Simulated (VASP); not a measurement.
# Sb (I4/mmm) in VASP: a series of runs

One crystal, Sb, is run at these levels: PBEsol; tasks: single point.

All numbers are computed with VASP 6.6.1; they aren't measurements. Logs are shortened: lines on timing, memory, paths and dates and some standing lists are left out, and cuts for length are marked.

### 1 The cell of the first run

It takes space group I4/mmm (No. 139, tetragonal). The conventional cell has a = 3.353 Å, b = 3.353 Å, c = 4.505 Å, α = 90.00°, β = 90.00°, γ = 90.00°. Sb (site symmetry 4/mmm) has 12 Sb at 3.27 to 3.35 Å as nearest neighbours.

This isn't the form of Sb at room conditions, which is rhombohedral.

### 2 Single point, PBEsol (strain -0.0500 x Voigt [1, 0, 0, 0, 0, 0], atoms carried along)

INCAR reads:

```
PREC = Accurate ; ENCUT = 520
EDIFF = 1E-7 ; ISMEAR = 0
SIGMA = 0.15 ; LREAL = F
LASPH = T ; NELM = 100
ALGO = Normal ; ISIF = 2
LWAVE = F ; LCHARG = F
GGA = PS ; NBANDS = 8
```

KPOINTS reads:

```
Automatic mesh
0
Gamma
  18 18 18
```

POSCAR reads:

```
Sb
1.0
    0.0000000000      2.3712425216      2.3712425216
    2.2526803955      0.0000000000      2.3712425216
    2.2526803955      2.3712425216      0.0000000000
Sb
1
Direct
    0.0000000000      0.0000000000      0.0000000000
```

Potentials or basis: VASP PAW PBE potentials, release 64 (Sb).

The run is started by

```
$ cat potpaw_PBE.64/Sb/POTCAR > POTCAR
$ mpirun -np 1 vasp_std > vasp.out
```

OUTCAR:

```text
PREC = Accurate
   ENCUT = 520
   EDIFF = 1E-7
   ISMEAR = 0
   LREAL = F
   LASPH = T
   NELM = 100
   ISIF = 2
   GGA = PS

 ion  position               nearest neighbor table
   1  0.000  0.000  0.000-

  LATTYP: Found a body centered tetragonal cell.
 ALAT       =     3.3534433337
 C/A-ratio  =     1.3435028842

  Lattice vectors:

 A1 = (  -2.2526803955,   0.0000000000,  -2.3712425216)
 A2 = (  -2.2526803955,   0.0000000000,   2.3712425216)
 A3 = (   2.2526803955,   2.3712425216,   0.0000000000)

Analysis of symmetry for initial positions (statically):
=====================================================================
 Subroutine PRICEL returns:
 Original cell was already a primitive cell.

 Routine SETGRP: Setting up the symmetry group for a
 body centered tetragonal supercell.

 Subroutine GETGRP returns: Found 16 space group operations
 (whereof 16 operations were pure point group operations)
 out of a pool of 16 trial point group operations.

The static configuration has the point symmetry D_4h.

Analysis of symmetry for dynamics (positions and initial velocities):
=====================================================================
 Subroutine PRICEL returns:
 Original cell was already a primitive cell.

 Routine SETGRP: Setting up the symmetry group for a
 body centered tetragonal supercell.

 Subroutine GETGRP returns: Found 16 space group operations
 (whereof 16 operations were pure point group operations)
 out of a pool of 16 trial point group operations.

The dynamic configuration has the point symmetry D_4h.

 Subroutine INISYM returns: Found 16 space group operations
 (whereof 16 operations are pure point group operations),
 and found     1 'primitive' translations

----------------------------------------------------------------------------------------

                                     Primitive cell

  volume of cell :      25.3327

  direct lattice vectors                    reciprocal lattice vectors
     0.000000000  2.371242522  2.371242522    -0.221957807  0.210859916  0.210859916
     2.252680396  0.000000000  2.371242522     0.221957807 -0.210859916  0.210859916
     2.252680396  2.371242522  0.000000000     0.221957807  0.210859916 -0.210859916

  length of vectors
     3.353443334  3.270681895  3.270681895     0.371737914  0.371737914  0.371737914

  position of ions in fractional coordinates (direct lattice)
     0.000000000  0.000000000  0.000000000

  ion indices of the primitive-cell ions
   primitive index   ion index
                 1           1

----------------------------------------------------------------------------------------

 KPOINTS: Automatic mesh

Automatic generation of k-mesh.
 Grid dimensions read from file:
 generate k-points for:   18   18   18

 Generating k-lattice:

  Cartesian coordinates                     Fractional coordinates (reciprocal lattice)
    -0.012330989  0.011714440  0.011714440     0.055555556  0.000000000  0.000000000
     0.012330989 -0.011714440  0.011714440     0.000000000  0.055555556 -0.000000000
     0.012330989  0.011714440 -0.011714440     0.000000000 -0.000000000  0.055555556

  Length of vectors
     0.020652106  0.020652106  0.020652106

  Shift w.r.t. Gamma in fractional coordinates (k-lattice)
     0.000000000  0.000000000  0.000000000

 Subroutine IBZKPT returns following result:
 ===========================================

 Found    480 irreducible k-points:

 Following reciprocal coordinates:
            Coordinates               Weight
  0.000000  0.000000  0.000000      1.000000
  0.055556  0.000000  0.000000      8.000000
  0.111111  0.000000  0.000000      8.000000
  0.166667  0.000000  0.000000      8.000000
  0.222222  0.000000  0.000000      8.000000
  0.277778  0.000000  0.000000      8.000000
[... 16 lines left out ...]
 -0.277778  0.055556  0.000000     16.000000
 -0.222222  0.055556 -0.000000     16.000000
 [... further k-points ...]
   k-points           NKPTS =    480   k-points in BZ     NKDIM =    480   number of bands    NBANDS=      8
   number of dos      NEDOS =    301   number of ions     NIONS =      1
   total plane-waves  NPLWV =  16128
   dimension x,y,z NGX =    28 NGY =   24 NGZ =   24
   dimension x,y,z NGXF=    56 NGYF=   48 NGZF=   48
   ions per type =               1
   NGX,Y,Z   is equivalent  to a cutoff of  13.88, 12.20, 12.20 a.u.
   NGXF,Y,Z  is equivalent  to a cutoff of  27.76, 24.40, 24.40 a.u.
 SYSTEM =  unknown system
   PREC   = accura    normal or accurate (medium, high low for compatibility)
   ISTART =      0    job   : 0-new  1-cont  2-samecut
   ICHARG =      2    charge: 1-file 2-atom 10-const
   ISPIN  =      1    spin polarized calculation?
   LNONCOLLINEAR =      F non collinear calculations
   LSORBIT =      F    spin-orbit coupling
   LASPH  =      T    aspherical Exc in radial PAW
   ENCUT  =  520.0 eV  38.22 Ry    6.18 a.u.   6.24  6.08  6.08*2*pi/ulx,y,z
   NELM   =    100;   NELMIN=  2; NELMDL= -5     # of ELM steps
   EDIFF  = 0.1E-06   stopping-criterion for ELM
   LREAL  =      F    real-space projection
   EDIFFG = 0.1E-05   stopping-criterion for IOM
   NSW    =      0    number of steps for IOM
   IBRION =     -1    ionic relax: 0-MD 1-quasi-New 2-CG
   NFREE  =      0    steps in history (QN), initial steepest desc. (CG)
   ISIF   =      2    stress and relaxation
   ISYM   =      2    0-nonsym 1-usesym 2-fastsym
   POTIM  = 0.5000    time-step for ionic-motion
   TEBEG  =    0.0;   TEEND  =   0.0 temperature during run
   PSTRESS=    0.0 pullay stress
   NELECT =       5.0000    total number of electrons
   NUPDOWN=      -1.0000    fix difference up-down
   EMIN   =  10.00;   EMAX   =-10.00  energy-range for DOS
   EFERMI =   0.00;   METHOD = LEGACY
   ISMEAR =     0;   SIGMA  =   0.15  broadening in eV -4-tet -1-fermi 0-gaus
   EFERMI_NEDOS =   21; number of points for ismear=-14 and -15
   IALGO  =     38    algorithm
   IMIX   =      4    mixing-type and parameters
     AMIX     =   0.40;   BMIX     =  1.00
     AMIX_MAG =   1.60;   BMIX_MAG =  1.00
  volume/ion in A,a.u.               =      25.33       170.95
  Fermi-wavevector in a.u.,A,eV,Ry     =   0.953171  1.801233 12.361378  0.908536
  Thomas-Fermi vector in A             =   2.081802
   LORBIT       =      0    0 simple, 1 ext, 2 COOP (PROOUT), +10 PAW based schemes
   GGA     = PS    functional components
   LHFCALC =     F    Hartree Fock is set to
   AEXX    =    0.0000 exact exchange contribution
   IVDW    =     0    specifies the selected vdW correction
   LEPSILON=     F    determine dielectric tensor
   LRPA    =     F    only Hartree local field effects (RPA)
 non-spin polarized calculation
 Gauss-broadening in eV      SIGMA  =   0.15
  energy-cutoff  :      520.00
  volume of cell :       25.33
 maximum number of plane-waves:       700
 NGX is ok and might be reduce to    28
   NGX = 13   NGY = 13   NGZ = 13

 number of electron       5.0000000 magnetization

 Free energy of the ion-electron system (eV)
  ---------------------------------------------------
  ext. energy  EPLUGINS =         0.00000000
  ---------------------------------------------------
  free energy    TOTEN  =        -4.29857649 eV

  energy without entropy =       -4.29055666  energy(sigma->0) =       -4.29456658

 E-fermi :   9.2130     XC(G=0): -10.5993

 val. band max:        9.2117085968   @ k =  -0.4444   0.5000   0.0556
 cond. band min:       9.2202716794   @ k =  -0.4444   0.2222   0.1667
 fundamental gap:      0.0085630826
 Fermi energy:         9.2129593379

 k-point     1 :       0.0000    0.0000    0.0000
  band No.  band energies     occupation
      1      -4.2395      2.00000
      2      14.9263      0.00000
      3      14.9922      0.00000
      4      14.9922      0.00000
      5      19.3099      0.00000
      6      19.3099      0.00000
      7      19.4706      0.00000
      8      19.6264      0.00000

 k-point     2 :       0.0556    0.0000    0.0000
  band No.  band energies     occupation
      1      -4.1746      2.00000
      2      14.2939      0.00000
      3      14.8725      0.00000
      4      14.8787      0.00000
      5      18.6317      0.00000
      6      19.4712      0.00000
      7      19.6444      0.00000
      8      20.7400      0.00000

 k-point     3 :       0.1111    0.0000    0.0000
  band No.  band energies     occupation
      1      -3.9803      2.00000
      2      12.7878      0.00000
      3      14.5678      0.00000
      4      14.6869      0.00000
      5      18.2051      0.00000
      6      19.8399      0.00000
      7      20.0123      0.00000
      8      21.9004      0.00000

 k-point     4 :       0.1667    0.0000    0.0000
  band No.  band energies     occupation
      1      -3.6575      2.00000
      2      11.0335      0.00000
      3      14.1784      0.00000
      4      14.4366      0.00000
      5      17.9246      0.00000
      6      19.9853      0.00000
      7      20.3762      0.00000
      8      21.6085      0.00000

 k-point     5 :       0.2222    0.0000    0.0000
  band No.  band energies     occupation
      1      -3.2087      2.00000
      2       9.2621      0.64305
      3      13.7796      0.00000
      4      14.1781      0.00000
      5      17.7304      0.00000
      6      19.6025      0.00000
      7      20.1810      0.00000
      8      21.5717      0.00000
[... 177 lines left out ...]
 k-point    22 :      -0.3333    0.0556    0.0000
  band No.  band energies     occupation
      1      -1.6450      2.00000
      2       5.5097      2.00000
      3      12.2600      0.00000
      4      13.8011      0.00000
      5      17.9320      0.00000
      6      18.3290      0.00000
      7      19.5390      0.00000
      8      20.4939      0.00000

 k-point    23 :      -0.2778    0.0556    0.0000
  band No.  band energies     occupation
      1      -2.3539      2.00000
      2       7.0287      2.00000
      3      12.4489      0.00000
      4      14.1080      0.00000
      5      17.9763      0.00000
      6      18.7423      0.00000
      7      19.9570      0.00000
      8      21.0080      0.00000

 k-point    24 :      -0.2222    0.0556   -0.0000
  band No.  band energies     occupation
      1      -2.9632      2.00000
      2       8.6813      2.00000
      3      12.7326      0.00000
      4      14.4281      0.00000
      5      18.0484      0.00000
      6      19.2366      0.00000
      7      20.4276      0.00000
      8      21.5319      0.00000

 [... further k-points ...]

------------------------ aborting loop because EDIFF is reached ----------------------------------------

  FORCE on cell =-STRESS in cart. coord.  units (eV):
  Direction    XX          YY          ZZ          XY          YZ          ZX
  --------------------------------------------------------------------------------------
  -------------------------------------------------------------------------------------
  Total        0.2463801      0.4507233      0.4507233     -0.0000000      0.0000000     -0.0000000
  in kB       15.5824150     28.5061849     28.5061849     -0.0000000      0.0000000     -0.0000000
  external PRESSURE =      24.1982616 kB  Pullay stress =       0.0000000 kB

 VOLUME and BASIS-vectors are now :
 -----------------------------------------------------------------------------
  energy-cutoff  :      520.00
  volume of cell :       25.33
      direct lattice vectors                 reciprocal lattice vectors
     0.000000000  2.371242522  2.371242522    -0.221957807  0.210859916  0.210859916
     2.252680396  0.000000000  2.371242522     0.221957807 -0.210859916  0.210859916
     2.252680396  2.371242522  0.000000000     0.221957807  0.210859916 -0.210859916

 POSITION                                       TOTAL-FORCE (eV/Angst)
 -----------------------------------------------------------------------------------
      0.00000      0.00000      0.00000         0.000000     -0.000000      0.000000
 -----------------------------------------------------------------------------------
    total drift:                                0.000000      0.000000     -0.000000

  FREE ENERGIE OF THE ION-ELECTRON SYSTEM (eV)
  ---------------------------------------------------
  free  energy   TOTEN  =        -4.2985764938 eV

  energy  without entropy=       -4.2905566594  energy(sigma->0) =       -4.29456658
```

Wall time 47 s (1 thread of AMD EPYC 7R13 (Zen 3), shared host); peak memory 0.19 GiB.

What came out:

| Property | Result |
| --- | --- |
| Free energy | -4.2986 eV |
| Pressure | 2.4 GPa |
| Band gap on the k mesh | none (metal or under the smearing width) |

Stress tensor (GPa, compression positive):
```
1.56 0.00 0.00
0.00 2.85 0.00
0.00 0.00 2.85
```

Caveat: the PAW data sets were made with another functional, which shifts forces and pressure a little.

### 3 Single point, PBEsol (strain +0.0750 x Voigt [1, 0, 0, 0, 0, 0], atoms carried along)

INCAR reads:

```
PREC = Accurate
ENCUT = 520
EDIFF = 1E-6
ISMEAR = 0
SIGMA = 0.15
LREAL = F
LASPH = T
NELM = 100
ALGO = Normal
ISIF = 2
LWAVE = F
LCHARG = T
GGA = PS
LELF = T
LVHAR = T
NBANDS = 8
```

KPOINTS reads:

```
regular mesh
0
Gamma
  18 18 18
```

POSCAR reads:

```
Sb
1.0
    0.0000000000      2.3712425216      2.3712425216
    2.5490857107      0.0000000000      2.3712425216
    2.5490857107      2.3712425216      0.0000000000
Sb
1
Direct
    0.0000000000      0.0000000000      0.0000000000
```

Potentials or basis: VASP PAW PBE potentials, release 64 (Sb).

The run is started by

```
$ cat potpaw_PBE.64/Sb/POTCAR > POTCAR
$ mpirun -np 1 vasp_std > vasp.out
```

Wall time 98 s (1 thread of AMD EPYC 7R13 (Zen 3), shared host); peak memory 0.21 GiB.

The run converged. Its results:

```yaml
Free_energy: -4.2644 eV
Pressure: -5.0 GPa
Band_gap_on_the_k_mesh: none (metal or under the smearing width)
```

Stress tensor (GPa, compression positive):
```
-4.20  0.00  0.00
 0.00 -5.38  0.00
 0.00  0.00 -5.38
```

Levels at points of the mesh, in eV from the Fermi level:
```csv
k point,band 1,band 2,band 3,band 4,band 5,band 6,band 7
"(0.00, 0.00, 0.00)",-12.46,4.82,4.89,4.89,9.52,9.99,9.99
"(0.50, 0.00, 0.00)",-9.04,-5.43,2.75,3.90,7.34,8.96,9.53
"(0.50, 0.50, 0.00)",-7.31,-4.41,-0.16,0.38,3.82,4.49,17.02
"(0.00, 0.50, 0.50)",-8.16,-4.91,0.95,0.95,4.70,5.08,17.45
```

Caveat: the PAW data sets were made with another functional, which shifts forces and pressure a little. The run has no spin-orbit coupling, so splittings on Sb are missing.
